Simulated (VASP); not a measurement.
# Ge (Fd-3m) in VASP: notebook

Runs on Ge. Level: PBEsol. Tasks: single point.

All numbers are computed with VASP 6.6.1; they aren't measurements. Logs are shortened: lines on timing, memory, paths and dates and some standing lists are left out, and cuts for length are marked.

## Step 1: The undisturbed crystal

The structure is cubic, space group Fd-3m (No. 227). The conventional cell has a = 5.658 Å, b = 5.658 Å, c = 5.658 Å, α = 90.00°, β = 90.00°, γ = 90.00°. Around Ge (site symmetry -43m) lie 4 Ge at 2.45 Å.

## Step 2: Single point, PBEsol (grid = ENCUT=600 dk=0.45 cell=3x3x2 ISMEAR=0 SIGMA=0.05 LREAL=Auto EDIFF=1e-06)

Contents of INCAR:

```
PREC = Accurate
ENCUT = 600
EDIFF = 1E-6
ISMEAR = 0
SIGMA = 0.05
LREAL = Auto
LASPH = True
NELM = 120
ALGO = Fast
ISIF = 2
LWAVE = False
LCHARG = False
GGA = PS
NBANDS = 264
NCORE = 1
KPAR = 2
```

Contents of KPOINTS:

```
Automatic mesh
0
Gamma
  2 2 3
```

Contents of POSCAR:

```
Ge
1.0
    0.0000000000      8.4867300000      8.4867300000
    8.4867300000      0.0000000000      8.4867300000
    5.6578200000      5.6578200000      0.0000000000
Ge
36
Direct
    0.2500000000      0.2500000000      0.3750000000
    0.2500000000      0.2500000000      0.8750000000
    0.2500000000      0.5833333333      0.3750000000
    0.2500000000      0.5833333333      0.8750000000
    0.2500000000      0.9166666667      0.3750000000
    0.2500000000      0.9166666667      0.8750000000
    0.5833333333      0.2500000000      0.3750000000
    0.5833333333      0.2500000000      0.8750000000
    0.5833333333      0.5833333333      0.3750000000
    0.5833333333      0.5833333333      0.8750000000
    0.5833333333      0.9166666667      0.3750000000
    0.5833333333      0.9166666667      0.8750000000
    0.9166666667      0.2500000000      0.3750000000
    0.9166666667      0.2500000000      0.8750000000
    0.9166666667      0.5833333333      0.3750000000
    0.9166666667      0.5833333333      0.8750000000
    0.9166666667      0.9166666667      0.3750000000
    0.9166666667      0.9166666667      0.8750000000
    0.1666666667      0.1666666667      0.2500000000
    0.1666666667      0.1666666667      0.7500000000
    0.1666666667      0.5000000000      0.2500000000
    0.1666666667      0.5000000000      0.7500000000
    0.1666666667      0.8333333333      0.2500000000
    0.1666666667      0.8333333333      0.7500000000
    0.5000000000      0.1666666667      0.2500000000
    0.5000000000      0.1666666667      0.7500000000
    0.5000000000      0.5000000000      0.2500000000
    0.5000000000      0.5000000000      0.7500000000
    0.5000000000      0.8333333333      0.2500000000
    0.5000000000      0.8333333333      0.7500000000
    0.8333333333      0.1666666667      0.2500000000
    0.8333333333      0.1666666667      0.7500000000
    0.8333333333      0.5000000000      0.2500000000
    0.8333333333      0.5000000000      0.7500000000
    0.8333333333      0.8333333333      0.2500000000
    0.8333333333      0.8333333333      0.7500000000
```

Potentials or basis: VASP PAW PBE potentials, release 64 (Ge_d).

The run is started by

```sh
cat potpaw_PBE.64/Ge_d/POTCAR > POTCAR
mpirun -np 4 vasp_std > vasp.out
```

OUTCAR:

```text
PREC = Accurate
   ENCUT = 600
   EDIFF = 1E-6
   ISMEAR = 0
   LREAL = Auto
   LASPH = True
   NELM = 120
   ISIF = 2
   GGA = PS

 Found      6 irreducible k-points:

 Following reciprocal coordinates:
            Coordinates               Weight
  0.000000  0.000000  0.000000      1.000000
  0.500000  0.000000  0.000000      2.000000
  0.500000  0.500000  0.000000      1.000000
  0.000000  0.000000  0.333333      2.000000
  0.500000  0.000000  0.333333      4.000000
  0.500000  0.500000  0.333333      2.000000
   k-points           NKPTS =      6   k-points in BZ     NKDIM =      6   number of bands    NBANDS=    264
   number of dos      NEDOS =    301   number of ions     NIONS =     36
   total plane-waves  NPLWV = 589824
   dimension x,y,z NGX =    96 NGY =   96 NGZ =   64
   dimension x,y,z NGXF=   192 NGYF=  192 NGZF=  128
   ions per type =              36
   NGX,Y,Z   is equivalent  to a cutoff of  13.30, 13.30, 13.30 a.u.
   NGXF,Y,Z  is equivalent  to a cutoff of  26.59, 26.59, 26.59 a.u.
 SYSTEM =  unknown system
   PREC   = accura    normal or accurate (medium, high low for compatibility)
   ISTART =      0    job   : 0-new  1-cont  2-samecut
   ICHARG =      2    charge: 1-file 2-atom 10-const
   ISPIN  =      1    spin polarized calculation?
   LNONCOLLINEAR =      F non collinear calculations
   LSORBIT =      F    spin-orbit coupling
   LASPH  =      T    aspherical Exc in radial PAW
   ENCUT  =  600.0 eV  44.10 Ry    6.64 a.u.  23.97 23.97 15.98*2*pi/ulx,y,z
   NELM   =    120;   NELMIN=  2; NELMDL= -5     # of ELM steps
   EDIFF  = 0.1E-05   stopping-criterion for ELM
   LREAL  =      T    real-space projection
   EDIFFG = 0.1E-04   stopping-criterion for IOM
   NSW    =      0    number of steps for IOM
   IBRION =     -1    ionic relax: 0-MD 1-quasi-New 2-CG
   NFREE  =      0    steps in history (QN), initial steepest desc. (CG)
   ISIF   =      2    stress and relaxation
   ISYM   =      2    0-nonsym 1-usesym 2-fastsym
   POTIM  = 0.5000    time-step for ionic-motion
   TEBEG  =    0.0;   TEEND  =   0.0 temperature during run
   PSTRESS=    0.0 pullay stress
   NELECT =     504.0000    total number of electrons
   NUPDOWN=      -1.0000    fix difference up-down
   EMIN   =  10.00;   EMAX   =-10.00  energy-range for DOS
   EFERMI =   0.00;   METHOD = LEGACY
   ISMEAR =     0;   SIGMA  =   0.05  broadening in eV -4-tet -1-fermi 0-gaus
   EFERMI_NEDOS =   21; number of points for ismear=-14 and -15
   IALGO  =     68    algorithm
   IMIX   =      4    mixing-type and parameters
     AMIX     =   0.40;   BMIX     =  1.00
     AMIX_MAG =   1.60;   BMIX_MAG =  1.00
  volume/ion in A,a.u.               =      22.64       152.78
  Fermi-wavevector in a.u.,A,eV,Ry     =   1.394756  2.635708 26.468033  1.945346
  Thomas-Fermi vector in A             =   2.518275
   LORBIT       =      0    0 simple, 1 ext, 2 COOP (PROOUT), +10 PAW based schemes
   GGA     = PS    functional components
   LHFCALC =     F    Hartree Fock is set to
   AEXX    =    0.0000 exact exchange contribution
   IVDW    =     0    specifies the selected vdW correction
   LEPSILON=     F    determine dielectric tensor
   LRPA    =     F    only Hartree local field effects (RPA)
 non-spin polarized calculation
 RMM-DIIS sequential band-by-band and
 Gauss-broadening in eV      SIGMA  =   0.05
  energy-cutoff  :      600.00
  volume of cell :      815.00
 maximum number of plane-waves:     27244
 NGX is ok and might be reduce to    96
   NGX = 47   NGY = 47   NGZ = 31

 number of electron     504.0000238 magnetization

 Free energy of the ion-electron system (eV)
  ---------------------------------------------------
  ext. energy  EPLUGINS =         0.00000000
  ---------------------------------------------------
  free energy    TOTEN  =      -176.91033021 eV

  energy without entropy =     -176.90262770  energy(sigma->0) =     -176.90647895

 E-fermi :   4.8933     XC(G=0): -10.1225

 val. band max:        4.8713928955   @ k =   0.0000   0.0000   0.0000
 cond. band min:       4.9917326394   @ k =   0.0000   0.0000   0.0000
 fundamental gap:      0.1203397440
 Fermi energy:         4.8933220585

 k-point     1 :       0.0000    0.0000    0.0000
  band No.  band energies     occupation
      1     -19.9443      2.00000
      2     -19.9443      2.00000
      3     -19.9418      2.00000
      4     -19.9418      2.00000
      5     -19.9359      2.00000
      6     -19.9359      2.00000
[... 256 lines left out ...]
    263       5.8423      0.00000
    264       6.4656      0.00000

 k-point     2 :       0.5000    0.0000    0.0000
  band No.  band energies     occupation
      1     -19.9372      2.00000
      2     -19.9372      2.00000
      3     -19.9372      2.00000
      4     -19.9372      2.00000
      5     -19.9359      2.00000
      6     -19.9359      2.00000
[... 256 lines left out ...]
    263       6.5493      0.00000
    264       7.6029      0.00000

 k-point     3 :       0.5000    0.5000    0.0000
  band No.  band energies     occupation
      1     -19.9419      2.00000
      2     -19.9419      2.00000
      3     -19.9359      2.00000
      4     -19.9359      2.00000
      5     -19.9359      2.00000
      6     -19.9359      2.00000
[... 256 lines left out ...]
    263       6.4390      0.00000
    264       6.5500      0.00000

 k-point     4 :       0.0000    0.0000    0.3333
  band No.  band energies     occupation
      1     -19.9443      2.00000
      2     -19.9443      2.00000
      3     -19.9443      2.00000
      4     -19.9443      2.00000
      5     -19.9443      2.00000
      6     -19.9418      2.00000
[... 256 lines left out ...]
    263       6.5813      0.00000
    264       6.5972      0.00000

 k-point     5 :       0.5000    0.0000    0.3333
  band No.  band energies     occupation
      1     -19.9419      2.00000
      2     -19.9419      2.00000
      3     -19.9419      2.00000
      4     -19.9372      2.00000
      5     -19.9372      2.00000
      6     -19.9359      2.00000
[... 256 lines left out ...]
    263       7.5636      0.00000
    264       7.6597      0.00000

 k-point     6 :       0.5000    0.5000    0.3333
  band No.  band energies     occupation
      1     -19.9419      2.00000
      2     -19.9419      2.00000
      3     -19.9372      2.00000
      4     -19.9372      2.00000
      5     -19.9372      2.00000
      6     -19.9372      2.00000
[... 256 lines left out ...]
    263       7.5809      0.00000
    264       7.6028      0.00000

------------------------ aborting loop because EDIFF is reached ----------------------------------------

  FORCE on cell =-STRESS in cart. coord.  units (eV):
  Direction    XX          YY          ZZ          XY          YZ          ZX
  --------------------------------------------------------------------------------------
  -------------------------------------------------------------------------------------
  Total        5.4250709      5.4250709      5.3841227     -0.0033035      0.0075765      0.0075767
  in kB       10.6648833     10.6648833     10.5843853     -0.0064942      0.0148943      0.0148946
  external PRESSURE =      10.6380506 kB  Pullay stress =       0.0000000 kB

 VOLUME and BASIS-vectors are now :
 -----------------------------------------------------------------------------
  energy-cutoff  :      600.00
  volume of cell :      815.00
      direct lattice vectors                 reciprocal lattice vectors
     0.000000000  8.486730000  8.486730000    -0.058915507  0.058915507  0.058915507
     8.486730000  0.000000000  8.486730000     0.058915507 -0.058915507  0.058915507
     5.657820000  5.657820000  0.000000000     0.088373260  0.088373260 -0.088373260

 POSITION                                       TOTAL-FORCE (eV/Angst)
 -----------------------------------------------------------------------------------
      4.24336      4.24336      4.24336         0.000089      0.000089     -0.000116
      7.07227      7.07227      4.24336         0.000089      0.000089     -0.000116
      7.07227      4.24336      7.07227         0.000089      0.000089     -0.000116
      9.90118      7.07227      7.07227         0.000089      0.000089     -0.000116
      9.90119      4.24336      9.90119         0.000089      0.000089     -0.000116
     12.73010      7.07227      9.90119         0.000089      0.000089     -0.000116
[... 28 lines left out ...]
      8.48673      8.48673     14.14455        -0.000089     -0.000089      0.000116
     11.31564     11.31564     14.14455        -0.000089     -0.000089      0.000116
 -----------------------------------------------------------------------------------
    total drift:                                0.000005      0.000005      0.000011

  FREE ENERGIE OF THE ION-ELECTRON SYSTEM (eV)
  ---------------------------------------------------
  free  energy   TOTEN  =      -176.9103302061 eV

  energy  without entropy=     -176.9026277037  energy(sigma->0) =     -176.90647895
```

Run time: 16 min. Hardware: 4 MPI ranks of Intel Xeon 6975P-C (Granite Rapids), shared host; peak memory 1 GiB.

The run converged, but some of its settings lie outside the range that counts as converged, so its numbers aren't taken as properties of the crystal.

Results:

```yaml
Free_energy: -176.9103 eV
Pressure: 1.1 GPa
Band_gap_on_the_k_mesh: none (metal or under the smearing width)
```

Caveat: the PAW data sets were made with another functional, which shifts forces and pressure a little.

## Step 3: Single point, PBEsol (grid = ENCUT=350 dk=0.35 cell=3x3x2 ISMEAR=0 SIGMA=0.05 LREAL=Auto EDIFF=1e-06)

Contents of INCAR:

```
SYSTEM = Ge
PREC = Accurate
ENCUT = 350
EDIFF = 1E-6
ISMEAR = 0
SIGMA = 0.05
LREAL = Auto
LASPH = .True.
NELM = 120
ALGO = Fast
ISIF = 2
LWAVE = .False.
LCHARG = .False.
GGA = PS
NBANDS = 256
NCORE = 1
KPAR = 2
```

Contents of KPOINTS:

```
Automatic mesh
0
Gamma
  2 2 3
  0 0 0
```

POSCAR: that of step 2 with these lines changed.

```diff
@@ -6,5 +6,4 @@
 Ge
-36
+35
 Direct
-    0.2500000000      0.2500000000      0.3750000000
     0.2500000000      0.2500000000      0.8750000000
```

Potentials or basis: VASP PAW PBE potentials, release 64 (Ge_d).

The run is started by

```sh
cat potpaw_PBE.64/Ge_d/POTCAR > POTCAR
mpirun -np 4 vasp_std > vasp.out
```

It took 7.9 min on 4 MPI ranks of Intel Xeon 6975P-C (Granite Rapids), shared host; peak memory 0.62 GiB.

The run converged, but some of its settings lie outside the range that counts as converged, so its numbers aren't taken as properties of the crystal.

What came out:

| Quantity | Value |
| --- | --- |
| Free energy | -169.7813 eV |
| Largest force | 0.540 eV/Å |
| Band gap on the k mesh | none (metal or under the smearing width) |

Caveat: the cutoff is under 1.25 times the usual one of these potentials, so pressure, stress and relaxed cells hold a basis-set (Pulay) error; the PAW data sets were made with another functional, which shifts forces and pressure a little.

## Step 4: The reference run

An earlier run on the cell as given: functional PBEsol; potentials or basis VASP PAW PBE potentials, release 64 (Ge_d); cutoff 520 eV; k mesh 8 × 8 × 8; occupations fermi-dirac, width 0.05 eV; no spin polarisation.

* Pressure: 0.5 GPa
* Band gap on the k mesh: none (metal or under the smearing width)
